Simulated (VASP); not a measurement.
Write the native input for VASP 6.6.1 that does the following.

| Quantity | Value |
| --- | --- |
| Task | relaxation of cell and atoms |
| Functional | LDA |
| Potentials or basis | VASP PAW LDA potentials, release 64 (Si, C) |
| Cutoff | 600 eV |
| k mesh | 12 × 12 × 12 |
| Occupations | gaussian, width 0.03 eV |
| Spin | no spin polarisation |
| Further INCAR settings | ALGO = Normal; EDIFF = 1e-07; IBRION = 2; EDIFFG = -0.005; NSW = 90; ISIF = 3 |

The structure of SiC lies in POSCAR:

```
SiC                                     
1.0
    0.0000000000      2.0061944410      2.0061944410
    2.0061944410      0.0000000000      2.0061944410
    2.0061944410      2.0061944410      0.0000000000
  Si              C             
     1     1
Direct
     0.0000000000000000    0.0000000000000000    0.0000000000000000
     0.5000000000000000    0.5000000000000000    0.5000000000000000
```

The cell was built by a generator and needn't be a form met in nature.

One way to write it, as run:

INCAR

```
  ALGO = Normal
  EDIFF = 1E-7
  EDIFFG = -0.005
  ENCUT = 600
  GGA = CA
  IBRION = 2
  ISIF = 3
  ISMEAR = 0
  LASPH = T
  LCHARG = F
  LREAL = F
  LWAVE = F
  NELM = 80
  NSW = 90
  PREC = Accurate
  SIGMA = 0.03
```

KPOINTS

```
k-points
0
Gamma
  12 12 12
```

Potentials or basis: VASP PAW LDA potentials, release 64 (Si, C).

Run with:

```console
$ cat potpaw_LDA.64/Si/POTCAR potpaw_LDA.64/C/POTCAR > POTCAR
$ mpirun -np 1 vasp_std > vasp.out
```

Results of the run:

* Relaxed volume: 8.08 Å³/atom
* Relaxed cell: a = 2.838 Å, b = 2.838 Å, c = 2.838 Å, α = 60.00°, β = 60.00°, γ = 60.00°
* Space group after relaxing (to 0.05 Å): Fm-3m (No. 225)
* Energy gained by relaxing: 0.0 meV/atom
* Ionic steps: 3
* Pressure after relaxing: 0.0 GPa
* Band gap on the k mesh: none (metal or under the smearing width)

It took 9 s on 1 thread of Intel(R) Xeon(R) 6975P-C (Granite Rapids) (shared host), peak memory 0.12 GiB.
